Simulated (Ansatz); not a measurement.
Computed with DFT PBE, scalar-relativistic, plane waves, PAW (Ansatz 0.2.0). Several structures of Zn4Se were relaxed, and the powder pattern of one of them was computed from 10° to 70° in 2θ (λ = 1.5406 Å; lines under 1 % are left out).

Cu Kα1 powder pattern (kinematic, no thermal factors).
```csv
2θ (°),relative intensity
27.21,50
33.49,100
38.86,17
43.67,53
48.09,47
56.13,34
59.87,31
66.97,18
```

Task: Which structure gives it?
A.

Space group Im-3m (No. 229). a = 6.035 Å, b = 6.035 Å, c = 6.035 Å, α = 90.00°, β = 90.00°, γ = 90.00°
| atom | site | symmetry | x | y | z |
| --- | --- | --- | --- | --- | --- |
| Zn | 8c | .-3m | 0.2500 | 0.2500 | 0.7500 |
| Se | 2a | m-3m | 0.0000 | 0.0000 | 0.0000 |

B.

Space group I4/mmm (No. 139). a = 5.190 Å, b = 5.190 Å, c = 7.741 Å, α = 90.00°, β = 90.00°, γ = 90.00°
| atom | site | symmetry | x | y | z |
| --- | --- | --- | --- | --- | --- |
| Zn | 4e | 4mm | 0.0000 | 0.0000 | 0.3349 |
| Zn | 4c | mmm. | 0.0000 | 0.5000 | 0.0000 |
| Se | 2a | 4/mmm | 0.0000 | 0.0000 | 0.0000 |

C.

Space group P-43m (No. 215). a = 4.631 Å, b = 4.631 Å, c = 4.631 Å, α = 90.00°, β = 90.00°, γ = 90.00°
```csv
atom,site,symmetry,x,y,z
Zn,4e,.3m,0.3032,0.3032,0.3032
Se,1a,-43m,0.0000,0.0000,0.0000
```

Result: C. Its strongest line, at 2θ = 33.49°, has d = λ/(2 sin θ) = 2.674 Å and is the (1 1 1) reflection of the conventional P-43m cell with a = 4.631 Å. The others have their strongest lines at 42.3° (A); 34.5° (B).

The cells needn't be stable.
